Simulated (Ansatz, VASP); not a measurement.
One calculation of BaTe, two programs

The input INCAR:

```
ALGO = Normal
EDIFF = 1E-7
ENCUT = 520
GGA = PS
ISIF = 2
ISMEAR = -1
LASPH = T
LCHARG = F
LREAL = F
LWAVE = F
NBANDS = 15
NELM = 80
PREC = Accurate
SIGMA = 0.05
```

File KPOINTS:

```
k-points
0
Gamma
  7 7 7
```

Contents of POSCAR:

```
BaTe
1.0
    0.0000000000      3.4768797245      3.4768797245
    3.4768797245      0.0000000000      3.4768797245
    3.4768797245      3.4768797245      0.0000000000
Ba Te
1 1
Direct
    0.0000000000      0.0000000000      0.0000000000
    0.5000000000      0.5000000000      0.5000000000
```

Contents of input.yaml:

```yaml
crystal:
  lattice:
    - [0.0, 3.4768797245, 3.4768797245]
    - [3.4768797245, 0.0, 3.4768797245]
    - [3.4768797245, 3.4768797245, 0.0]
  atoms:
    - { symbol: Ba, position: [0.0, 0.0, 0.0] }
    - { symbol: Te, position: [0.5, 0.5, 0.5] }
hamiltonian:
  xc: pbesol
  pseudopotentials: { kind: paw }
kpoints:
  mp_grid: { grid: [7, 7, 7] }
scf:
  occupations: { method: fermi_dirac, width: 0.05 }
output:
  forces: true
  stress: true
  eigenvalues: true
  write_density: true
  write_potential: true
  elf: true
  volumetric_format: npy
```

Change from the starting cell: volume scaled by 1.06.

Alike in both runs: task single point; functional PBEsol; k mesh 7 × 7 × 7; occupations fermi-dirac, width 0.05 eV; no spin polarisation.

|  | VASP | Ansatz |
| --- | --- | --- |
| version | VASP 6.6.1 | Ansatz 0.2.0 |
| potentials or method | VASP PAW PBE potentials, release 64 (Ba_sv, Te) | Ansatz PAW |
| plane-wave cutoff (eV) | 520 | 420 |
| valence electrons in the cell | 16 | 26 |

|  | VASP | Ansatz | Ansatz less VASP |
| --- | --- | --- | --- |
| gap on the k mesh at the Fermi level (eV) | 1.43 | 1.52 | +0.088 |
| least direct gap on the mesh (eV) | 1.82 | 1.88 | +0.055 |
| pressure (GPa) | 0.2 | -0.2 | -0.38 |

With one functional, cell and mesh, what is left measures potentials, basis and numerics. The two sets of potentials don't hold the same shells in valence.

Caveats: spin-orbit coupling is left out, which moves the levels of the heavy elements; the PAW data sets were made with another functional, which shifts forces and pressure a little (VASP); an odd mesh through Γ misses points on the zone boundary, where band edges often lie (VASP); odd divisions of the mesh miss points on the zone boundary, where band edges often lie, so the gap on the mesh can be too wide (Ansatz); the PAW data sets come from PBE, with cores solved anew for the run's functional, which leaves a small shift of forces and pressure (Ansatz).
